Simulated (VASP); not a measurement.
Write the native input for VASP 6.6.1 that does the following.

* Task: relaxation of cell and atoms
* Functional: PBE
* Potentials or basis: VASP PAW PBE potentials, release 64 (Zn, Ge_d, N)
* Cutoff: 520 eV
* k mesh: 5 × 5 × 5
* Occupations: gaussian, width 0.15 eV
* Spin: no spin polarisation
* Further INCAR settings: PREC = Normal; ALGO = Fast; EDIFF = 0.0001; IBRION = 2; EDIFFG = -0.08; NSW = 24; ISIF = 3

The structure of ZnGe2N2 lies in POSCAR:

```
ZnGe2N2
1.0
   -1.7820446200      1.7820446200      5.7879481000
    1.7820446200     -1.7820446200      5.7879481000
    1.7820446200      1.7820446200     -5.7879481000
Zn Ge N
1 2 2
Direct
    0.0000000000      0.0000000000      0.0000000000
    0.6574000100      0.6574000100      0.0000000000
    0.3425999900      0.3425999900      0.0000000000
    0.8686000100      0.8686000100      0.0000000000
    0.1313999900      0.1313999900      0.0000000000
```

The cell was built by a generator and needn't be a form met in nature.

One way to write it, as run:

INCAR

```
SYSTEM = ZnGe2N2
PREC = Normal
ENCUT = 520
EDIFF = 1E-4
ISMEAR = 0
SIGMA = 0.15
LREAL = .False.
LASPH = .True.
NELM = 60
ALGO = Fast
ISIF = 3
LWAVE = .False.
LCHARG = .False.
GGA = PE
IBRION = 2
NSW = 24
EDIFFG = -0.08
KPAR = 2
```

KPOINTS

```
regular mesh
0
Gamma
  5 5 5
  0 0 0
```

Potentials or basis: VASP PAW PBE potentials, release 64 (Zn, Ge_d, N).

The run is started by

```sh
$ cat potpaw_PBE.64/Zn/POTCAR potpaw_PBE.64/Ge_d/POTCAR potpaw_PBE.64/N/POTCAR > POTCAR
$ mpirun -np 2 vasp_std > vasp.out
```

Results of the run:

The relaxed volume is 14.12 Å³/atom. The relaxed cell is a = 6.142 Å, b = 6.142 Å, c = 6.142 Å, α = 146.41°, β = 146.41°, γ = 48.24°. The space group after relaxing (to 0.05 Å) is I4/mmm (No. 139). The energy gained by relaxing is 893.1 meV/atom, the ionic steps are 22 and the pressure after relaxing is -0.2 GPa. The largest force after relaxing is 0.073 eV/Å and the band gap on the k mesh is none (metal or under the smearing width).

Caveat: the k mesh is coarse (spacing up to 0.50 Å⁻¹), so the values aren't converged; the relaxation stopped at a loose force limit of 0.08 eV/Å, so its end isn't a converged minimum.

It took 6.8 min on 2 MPI ranks on Intel(R) Xeon(R) Platinum 8488C (Sapphire Rapids), on a shared host, peak memory 0.23 GiB a rank.
